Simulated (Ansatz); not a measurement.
# InP (zincblende type): Wannier functions and tight-binding models

Where do the localised orbitals of InP (zincblende type) sit, how far are they spread, and how do the settings change that? Plan: PBE, anion s p, 6×6×6; PBE, anion s p, 4×4×4; PBE, anion p, 6×6×6; PBE, all s p, disentangled, 6×6×6; PBE, cation s and anion p, disentangled, 6×6×6; r2SCAN, anion s p, 6×6×6; r2SCAN, all s p, disentangled, 6×6×6; r2SCAN, anion p, 6×6×6; HSE06, anion s p, 6×6×6; HSE06, cation s and anion p, disentangled, 6×6×6 (level, trial orbitals, Wannier mesh).

Program: Ansatz 0.2.0. Level of theory: plane waves, PAW. These are calculated values, not measurements.

## (1) The structure to begin with

Symmetry: F-43m, No. 216, cubic system. The conventional cell has a = 5.908 Å, b = 5.908 Å, c = 5.908 Å, α = 90.00°, β = 90.00°, γ = 90.00°. Around In (site symmetry -43m) lie 4 P at 2.56 Å. P (site symmetry -43m) has 4 In at 2.56 Å in its first shell of neighbours.

Structure file:

```
CELL_PARAMETERS angstrom
0.00000 2.95379 2.95379
2.95379 0.00000 2.95379
2.95379 2.95379 0.00000
ATOMIC_POSITIONS crystal
In 0.00000 0.00000 0.00000
P 0.25000 0.25000 0.25000
```

The cell was relaxed beforehand with r2SCAN; those runs aren't shown. No run includes spin-orbit coupling, which matters for In.

## (2) PBE, anion s p, 6×6×6

File input.yaml:

```yaml
crystal:
  lattice:
    - [0.0, 2.953787637, 2.953787637]
    - [2.953787637, 0.0, 2.953787637]
    - [2.953787637, 2.953787637, 0.0]
  atoms:
    - { symbol: In, position: [0.0, 0.0, 0.0] }
    - { symbol: P, position: [0.25, 0.25, 0.25] }
kpoints:
  mp_grid: { grid: [6, 6, 6] }
  band_path:
    path:
      - [[0.0, 0.0, 0.0], [-0.5, -0.5, -1.58702752069e-33], [-0.375, -0.375, 0.25]]
      - [[-0.375, 1.690291113182e-17, 0.375], [0.0, 0.0, 0.0], [-9.420550808186e-17, 1.181298130025e-17, 0.5], [-0.5, -0.25, 0.25], [-0.5, -0.5, -1.58702752069e-33]]
    npoints: 10
hamiltonian:
  xc: pbe
scf:
  occupations: { method: fixed }
  n_extra_bands: 6
output:
  forces: false
  stress: false
  eigenvalues: true
  wannier:
    kmesh: [6, 6, 6]
    projections: [{ species: P, l: s, shell: 3 }, { species: P, l: p, shell: 3 }]
    minimise: true
    write_hr: true
    conv_tol: 1.0e-08
    max_iter: 3000
```

Launch:

```console
$ ansatz run input.yaml --threads 4 --pin off --max-ram 3686MiB --backend cpu --events-out ev --progress --plain --runs-dir out
```

The program printed, shortened:

```text
Warning: RAYON_NUM_THREADS=4 ignored (pool sized by the plan → 4); use --threads N
scf.n_extra_bands = 6 over 9 filled bands (N_el = 18.0): the run solves 15 bands
[...]
Pseudopotentials: kind: paw
Pseudopotential: In, paw, valence charge 13, recommended cutoff 420 eV (normal), In.paw.azcp
Pseudopotential: P, paw, valence charge 5, recommended cutoff 420 eV (normal), P.paw.azcp
Functional definition: PBE
[...]
Crystal: 2 atoms, lattice volume = 51.543 Å³
Basis set: ecut = 420 eV, 965 PW (Γ)
Bands: 15, of which v1, the nominal top of the filled ones, is band 9 counted from 1 (8 counted from 0)
Symmetry: 24 space group operations
Space group: F-43m (ITA 216), of the structure as read, at distance tolerance 3.7e-5 Å
[...]
NSCF: frozen V_eff on 19 k-points
the Wannier pass solved 19 of the 216 points of its mesh, and has the states at the others by symmetry: states obtained by the crystal's operations at points that were solved too leave a residual of 2.67e-13 eV (read by the count's bands and the next), within 6.67e-6 eV
SCF converged after 6 iterations
Free energy (F): -6353.989029 eV
[...]
E sigma→0 (E₀):  -6353.989029 eV
Fermi energy:    6.704725 eV
[...]
--- Band table (eV; the first three rows and the last of 16) ---
  k-point 0: bands = ["-7.4440", "-7.4440", "-7.4440", "-7.3036", "-7.3036", "-4.6528", "6.7047", "6.7047", "6.7047", "7.2883", "10.7895", "10.7895", "10.7895", "15.1783", "16.0758"]
[...]
Wannier search: line search 1 of at most 3000: gauge-dependent spread (as the search counts it) 3.7034159 Å², largest recent change 3.0e-1 Å² and fall left 1.3e-3 Å² against conv_tol 1.0e-8 Å², 0 stops escaped
```

It took 1.6 s on 4 threads of Arm Neoverse V1, shared host; peak memory 0.3 GiB.

wannier.win, as written (k points left out):

```
! ansatz wannier90 interface
! projections by site (counted from 0) and shell: 1 3S, 1 3P
! states of the run's bands (counted from 1): 6-9
! their least projectability: 0.7457
num_bands = 4
num_wann  = 4
num_iter  = 2000
conv_tol = 1e-8
conv_window = 5
guiding_centres = true
write_hr = true

begin unit_cell_cart
Ang
  0.0  2.953787637  2.953787637
  2.953787637  0.0  2.953787637
  2.953787637  2.953787637  0.0
end unit_cell_cart

begin atoms_frac
In  0.0  0.0  0.0
P  0.25  0.25  0.25
end atoms_frac

mp_grid = 6 6 6
```

wannier.win names the bands that the functions span: 6-9 (counted from 1; 9 are filled).

The head of wannier.spreads.toml:

```toml
omega_i_ang2 = 7.97838980334366
omega_d_ang2 = 0.01327437843037256
omega_od_ang2 = 0.6393078669115672
omega_total_ang2 = 8.6309720486856
least_projectability = 0.7457347179278426
b_vectors_match_mmn = true
n_iter = 24
converged = true
rejected_fitted_steps = 1
```

The functions (centres in Å, on-site energies from the top of the filled bands):

| n | x | y | z | spread (Å²) | on-site (eV) | nearest atoms | distance (Å) |
| --- | --- | --- | --- | --- | --- | --- | --- |
| 1 | 0.949 | 2.005 | 2.005 | 2.158 | -4.521 | P2 | 0.91 |
| 2 | 2.005 | 0.949 | 2.005 | 2.158 | -4.521 | P2 | 0.91 |
| 3 | 0.949 | 0.949 | 0.949 | 2.158 | -4.521 | P2 | 0.91 |
| 4 | 2.005 | 2.005 | 0.949 | 2.158 | -4.521 | P2 | 0.91 |

The largest hoppings ⟨m, 0|H|n, R⟩, one of each Hermitian pair (signs follow the phases of the functions):

| m | n | R | distance (Å) | t (eV) |
| --- | --- | --- | --- | --- |
| 3 | 4 | 0 0 0 | 1.49 | -1.693 |
| 2 | 3 | 0 0 0 | 1.49 | -1.693 |
| 1 | 3 | 0 0 0 | 1.49 | -1.693 |
| 2 | 4 | 0 0 0 | 1.49 | -1.693 |
| 1 | 4 | 0 0 0 | 1.49 | -1.693 |
| 1 | 2 | 0 0 0 | 1.49 | -1.693 |
| 1 | 2 | 1 -1 0 | 2.68 | -0.823 |
| 1 | 4 | 1 0 -1 | 2.68 | -0.823 |
| 2 | 4 | 0 1 -1 | 2.68 | -0.823 |
| 2 | 3 | 0 1 0 | 2.68 | -0.823 |
| 1 | 3 | 1 0 0 | 2.68 | -0.823 |
| 4 | 3 | 0 0 1 | 2.68 | -0.823 |
| 4 | 4 | 0 1 -1 | 4.18 | 0.281 |
| 3 | 3 | 1 0 0 | 4.18 | 0.281 |

Interpolated bands at the corners of the path, eV from the top of the filled bands:

| point | e1 | e2 | e3 | e4 |
| --- | --- | --- | --- | --- |
| Γ | -11.36 | 0.00 | 0.00 | 0.00 |
| X | -9.08 | -5.65 | -2.24 | -2.24 |
| U | -9.10 | -5.50 | -3.19 | -1.88 |
| K | -9.10 | -5.50 | -3.19 | -1.88 |
| Γ | -11.36 | 0.00 | 0.00 | 0.00 |
| L | -9.71 | -5.61 | -0.94 | -0.94 |
| W | -9.01 | -5.48 | -2.88 | -2.82 |
| X | -9.08 | -5.65 | -2.24 | -2.24 |

Along the path each interpolated band stays within 0.01, 0.23, 0.06, 0.02 eV of the nearest computed level, from the lowest band up.

## (3) PBE, anion s p, 4×4×4

input.yaml, as its differences from that of step 2:

```diff
@@ -25,3 +25,3 @@
   wannier:
-    kmesh: [6, 6, 6]
+    kmesh: [4, 4, 4]
     projections: [{ species: P, l: s, shell: 3 }, { species: P, l: p, shell: 3 }]
```

Launch:

```console
$ ansatz run input.yaml --threads 4 --pin off --max-ram 3686MiB --backend cpu --events-out ev --progress --plain --runs-dir out
```

The program printed, shortened:

```text
Warning: RAYON_NUM_THREADS=4 ignored (pool sized by the plan → 4); use --threads N
scf.n_extra_bands = 6 over 9 filled bands (N_el = 18.0): the run solves 15 bands
[...]
[... 4 set-up lines as earlier in the session ...]
[...]
Crystal: 2 atoms, lattice volume = 51.543 Å³
[...]
Free energy (F): -6353.989029 eV
[...]
E sigma→0 (E₀):  -6353.989029 eV
Fermi energy:    6.704725 eV
[...]
--- Band table (eV; the first three rows and the last of 16) ---
  k-point 0: bands = ["-7.4440", "-7.4440", "-7.4440", "-7.3036", "-7.3036", "-4.6528", "6.7047", "6.7047", "6.7047", "7.2883", "10.7895", "10.7895", "10.7895", "15.1783", "16.0758"]
[...]
Wannier search: line search 1 of at most 3000: gauge-dependent spread (as the search counts it) 3.4384338 Å², largest recent change 1.6e-1 Å² and fall left 1.1e-3 Å² against conv_tol 1.0e-8 Å², 0 stops escaped
```

It took 1.4 s on 4 threads of Arm Neoverse V1, shared host; peak memory 0.3 GiB.

wannier.win names the bands that the functions span: 6-9 (counted from 1; 9 are filled).

The head of wannier.spreads.toml:

```toml
omega_i_ang2 = 6.84551124445759
omega_d_ang2 = 0.01208108860636801
omega_od_ang2 = 0.6540582054346616
omega_total_ang2 = 7.51165053849862
least_projectability = 0.7746948876382398
b_vectors_match_mmn = true
n_iter = 21
converged = true
rejected_fitted_steps = 1
```

The functions (centres in Å, on-site energies from the top of the filled bands):

| n | x | y | z | spread (Å²) | on-site (eV) | nearest atoms | distance (Å) |
| --- | --- | --- | --- | --- | --- | --- | --- |
| 1 | 0.948 | 2.005 | 2.005 | 1.878 | -4.509 | P2 | 0.92 |
| 2 | 2.005 | 2.005 | 0.948 | 1.878 | -4.509 | P2 | 0.92 |
| 3 | 0.948 | 0.948 | 0.948 | 1.878 | -4.509 | P2 | 0.92 |
| 4 | 2.005 | 0.948 | 2.005 | 1.878 | -4.509 | P2 | 0.92 |

Along the path each interpolated band stays within 0.05, 0.44, 0.17, 0.07 eV of the nearest computed level, from the lowest band up.

## (4) PBE, anion p, 6×6×6

input.yaml, as its differences from that of step 3:

```diff
@@ -25,4 +25,4 @@
   wannier:
-    kmesh: [4, 4, 4]
-    projections: [{ species: P, l: s, shell: 3 }, { species: P, l: p, shell: 3 }]
+    kmesh: [6, 6, 6]
+    projections: [{ species: P, l: p, shell: 3 }]
     minimise: true
```

Launch:

```console
$ ansatz run input.yaml --threads 4 --pin off --max-ram 3686MiB --backend cpu --events-out ev --progress --plain --runs-dir out
```

The program printed:

```text
Warning: RAYON_NUM_THREADS=4 ignored (pool sized by the plan → 4); use --threads N
scf.n_extra_bands = 6 over 9 filled bands (N_el = 18.0): the run solves 15 bands
Engine: ansatz 0.2.0, aarch64-unknown-linux-gnu
[... 4 set-up lines as earlier in the session ...]
  parameter kappa = 0.804
  parameter beta = 0.06672455060314922
  exchange = pbe_x(kappa = kappa, mu = beta*pi^2/3)
  correlation = pbe_c(beta = beta)
Crystal: 2 atoms, lattice volume = 51.543 Å³
Basis set: ecut = 420 eV, 965 PW (Γ)
Bands: 15, of which v1, the nominal top of the filled ones, is band 9 counted from 1 (8 counted from 0)
[... 2 set-up lines as earlier in the session ...]
k-points: 16 of 216 (time reversal used)
Non-local potential: In, projectors of the file, l = 0: 2, l = 1: 2, l = 2: 2, l = 3: 2
Non-local potential: P, projectors of the file, l = 0: 2, l = 1: 2, l = 2: 2
PAW form: soft (Blöchl's): semilocal exchange-correlation on the pseudo side does not see the compensation charge
PAW one-centre angular grid: In, 590 points (default); XC on 64 Gauss nodes
PAW one-centre angular grid: P, 110 points (default); XC on 64 Gauss nodes
Initial density: superposition of atomic densities (neutral atoms: chi_scale 0, normalization atom), corrected by the library's trained network
Initial wavefunctions: pseudopotential atomic-orbital guess
Functional: x = pbe(κ = 0.804, μ = 0.2195149727645171), c = pbe(β = 0.06672455060314922)
SCF iter   1: F=—  HF=-6353.990915 eV  |F-HF|=—  |Δ(HF+E_count)|=         —  Δρ=1.77e-3  dr2=3.31e-3  ethr=1.77e-3  ⟨swp⟩=5.1  Hψ=1195  notcnv=0  defer=60
preconditioner: auto → none  [insulator: Δε(μ)=0.571 eV  Ē_g=16.186 eV  n_scr=14 (ndim 8)  ℏωp=21.9 eV  f_vac=0.023  ε∞_Penn≈2.8]
SCF iter   2: F=—  HF=-6353.989181 eV  |F-HF|=—  |Δ(HF+E_count)|=   1.73e-3  Δρ=1.17e-3  dr2=6.98e-4  ethr=1.84e-5  ⟨swp⟩=3.0  Hψ=576  notcnv=0  defer=63
SCF iter   3: F=—  HF=-6353.988981 eV  |F-HF|=—  |Δ(HF+E_count)|=   2.00e-4  Δρ=3.65e-4  dr2=6.71e-5  ethr=3.88e-6  ⟨swp⟩=2.0  Hψ=392  notcnv=0  defer=60
SCF iter   4: F=—  HF=-6353.989030 eV  |F-HF|=—  |Δ(HF+E_count)|=   4.83e-5  Δρ=1.48e-4  dr2=8.29e-6  ethr=3.73e-7  ⟨swp⟩=2.0  Hψ=392  notcnv=0  defer=59
SCF iter   5: F=—  HF=-6353.989028 eV  |F-HF|=—  |Δ(HF+E_count)|=   1.34e-6  Δρ=3.63e-5  dr2=1.01e-6  ethr=4.61e-8  ⟨swp⟩=2.0  Hψ=359  notcnv=0  defer=58
SCF iter   6: F=-6353.989029 eV  HF=-6353.989029 eV  |F-HF|=1.67e-8  |Δ(HF+E_count)|=   3.18e-7  Δρ=4.58e-6  dr2=2.15e-8  ethr=5.56e-10  ⟨swp⟩=7.4  Hψ=1539  notcnv=0
SCF 1 converged in 6 iterations: F = -6353.989029 eV  dr2 = 2.15e-8
NSCF: frozen V_eff on 62 k-points
NSCF: frozen V_eff on 19 k-points
the Wannier pass solved 19 of the 216 points of its mesh, and has the states at the others by symmetry: states obtained by the crystal's operations at points that were solved too leave a residual of 2.67e-13 eV (read by the count's bands and the next), within 6.67e-6 eV
SCF converged after 6 iterations
Free energy (F): -6353.989029 eV
Harris-Foulkes:  -6353.989029 eV  (|F-HF|=1.67e-8)
Internal energy: -6353.989029 eV  (E = F + TS)
E sigma→0 (E₀):  -6353.989029 eV
Fermi energy:    6.704725 eV
--- Per-component energies (eV) ---
  E_band       = -56.416952
  E_kinetic    = 313.073218
  E_local      = -1412.624536  (includes V_loc(G=0)·N_el)
  E_nonlocal   = 401.401049
  E_hartree    = 556.827536
  E_xc         = -276.362838
  E_vxc        = -159.553430  (∫ρ·V_xc dr)
  E_paw        = -4725.219254  (= ΣΔE_a)
  E_vpaw       = -312.368620  (= ΣTr[D̂ρ^β])
  E_aug_tail   = 0.000029  (compensation charges beyond the density's cutoff)
  E_ewald      = -1211.084232
  E_smearing   = -0.000000  (= −TS)
  E_closure    = -0.000000  (closes the sum)
  Σ components = -6353.989029   (vs F -6353.989029, Δ=0.00e0)
--- Band table (eV; the first three rows and the last of 16) ---
  k-point 0: bands = ["-7.4440", "-7.4440", "-7.4440", "-7.3036", "-7.3036", "-4.6528", "6.7047", "6.7047", "6.7047", "7.2883", "10.7895", "10.7895", "10.7895", "15.1783", "16.0758"]
  k-point 1: bands = ["-7.4727", "-7.4325", "-7.4325", "-7.3032", "-7.3032", "-4.3514", "4.5342", "6.4121", "6.4121", "8.4217", "11.1599", "11.2160", "11.2160", "15.2796", "15.2796"]
  k-point 2: bands = ["-7.5264", "-7.4142", "-7.4142", "-7.2972", "-7.2972", "-3.5762", "2.2196", "5.9559", "5.9559", "8.2996", "11.5567", "11.5567", "12.8968", "15.5446", "15.7414"]
  k-point 15: bands = ["-7.5920", "-7.3774", "-7.3548", "-7.3294", "-7.2835", "-2.3248", "1.1600", "3.9917", "4.0213", "9.9927", "10.2789", "13.4228", "13.7246", "16.6429", "17.8095"]
Wannier search: line search 1 of at most 3000: gauge-dependent spread (as the search counts it) 0.9683854 Å², largest recent change 8.5e-2 Å² and fall left 7.9e-5 Å² against conv_tol 1.0e-8 Å², 0 stops escaped
```

Run time: 1.6 s. Hardware: 4 threads of Arm Neoverse V1, shared host; peak memory 0.3 GiB.

wannier.win, as written (k points left out):

```
! ansatz wannier90 interface
! projections by site (counted from 0) and shell: 1 3P
! states of the run's bands (counted from 1): 7-9
! their least projectability: 0.6091
num_bands = 3
num_wann  = 3
num_iter  = 2000
conv_tol = 1e-8
conv_window = 5
guiding_centres = true
write_hr = true

begin unit_cell_cart
Ang
  0.0  2.953787637  2.953787637
  2.953787637  0.0  2.953787637
  2.953787637  2.953787637  0.0
end unit_cell_cart

begin atoms_frac
In  0.0  0.0  0.0
P  0.25  0.25  0.25
end atoms_frac

mp_grid = 6 6 6
```

wannier.win names the bands that the functions span: 7-9 (counted from 1; 9 are filled).

The head of wannier.spreads.toml:

```toml
omega_i_ang2 = 9.446465043521762
omega_d_ang2 = 0.02611515891433699
omega_od_ang2 = 0.4612454629895998
omega_total_ang2 = 9.9338256654257
least_projectability = 0.6090685891641064
b_vectors_match_mmn = true
n_iter = 28
converged = true
rejected_fitted_steps = 1
```

The functions (centres in Å, on-site energies from the top of the filled bands):

| n | x | y | z | spread (Å²) | on-site (eV) | nearest atoms | distance (Å) |
| --- | --- | --- | --- | --- | --- | --- | --- |
| 1 | 1.166 | 1.316 | 1.316 | 3.311 | -2.772 | P2 | 0.38 |
| 2 | 1.637 | 1.787 | 1.316 | 3.311 | -2.772 | P2 | 0.38 |
| 3 | 1.637 | 1.316 | 1.787 | 3.311 | -2.772 | P2 | 0.38 |

The largest hoppings ⟨m, 0|H|n, R⟩, one of each Hermitian pair (signs follow the phases of the functions):

| m | n | R | distance (Å) | t (eV) |
| --- | --- | --- | --- | --- |
| 1 | 1 | 1 0 0 | 4.18 | 0.643 |
| 2 | 2 | 1 0 -1 | 4.18 | 0.643 |
| 3 | 3 | 1 -1 0 | 4.18 | 0.643 |
| 3 | 2 | 0 1 -1 | 3.51 | 0.607 |
| 3 | 1 | 0 1 0 | 3.51 | -0.607 |
| 2 | 1 | 0 0 1 | 3.51 | 0.607 |
| 1 | 2 | 1 0 -1 | 3.89 | -0.336 |
| 1 | 3 | 1 -1 0 | 3.89 | 0.336 |
| 2 | 3 | 1 -1 0 | 3.89 | -0.336 |
| 2 | 1 | 1 0 0 | 3.89 | -0.336 |
| 3 | 2 | 1 0 -1 | 3.89 | -0.336 |
| 3 | 1 | 1 0 0 | 3.89 | 0.336 |
| 3 | 3 | 0 1 0 | 4.18 | 0.333 |
| 2 | 2 | 0 0 1 | 4.18 | 0.333 |

Interpolated bands at the corners of the path, eV from the top of the filled bands:

| point | e1 | e2 | e3 |
| --- | --- | --- | --- |
| Γ | 0.00 | 0.00 | 0.00 |
| X | -5.65 | -2.24 | -2.24 |
| U | -5.49 | -3.20 | -1.88 |
| K | -5.51 | -3.18 | -1.88 |
| Γ | 0.00 | 0.00 | 0.00 |
| L | -5.61 | -0.94 | -0.94 |
| W | -5.48 | -2.88 | -2.82 |
| X | -5.65 | -2.24 | -2.24 |

Along the path each interpolated band stays within 0.23, 0.06, 0.02 eV of the nearest computed level, from the lowest band up.

(Part 1 of 3 ends here.)
